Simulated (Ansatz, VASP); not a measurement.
**Li: VASP beside Ansatz**

```xyz
3
Lattice="3.5546 0.0000 0.0000 -1.7773 3.0784 0.0000 0.0000 0.0000 5.6034" Properties=species:S:1:pos:R:3 pbc="T T T"
Li    1.7773    1.0261    4.0623
Li    1.7773    1.0261    1.5411
Li    0.0000    0.0000    0.0000
```

Alike in both runs: task relaxation of cell and atoms; functional PBE; k mesh 6 × 6 × 4; occupations gaussian, width 0.1 eV; no spin polarisation.

|  | VASP | Ansatz |
| --- | --- | --- |
| version | VASP 6.6.1 | Ansatz 0.2.0 |
| potentials or method | VASP PAW PBE potentials, release 64 (Li_sv) | scalar-relativistic, plane waves, PAW |
| plane-wave cutoff (eV) | 600 | 420 |
| valence electrons in the cell | 9 | 9 |

VASP gave:

* gap on the k mesh at the Fermi level, each at its own relaxed structure (eV): none
* relaxed volume (Å³/atom): 19.54
* relaxed cell length with the largest relative difference (Å): 7.029
* energy change over the relaxation (meV/atom): -204

Question: Which values does Ansatz return?

Answer: gap on the k mesh at the Fermi level, each at its own relaxed structure (eV): none; relaxed volume (Å³/atom): 20.35; relaxed cell length with the largest relative difference (Å): 7.786; energy change over the relaxation (meV/atom): -230.

A gap of «none» marks a metal or a gap that the smearing closes. One of these differences is far larger than is usual between the two programs; its cause wasn't traced.

Caveats: the cutoff is under 1.25 times the usual one of these potentials, so pressure, stress and relaxed cells hold a basis-set (Pulay) error (VASP).
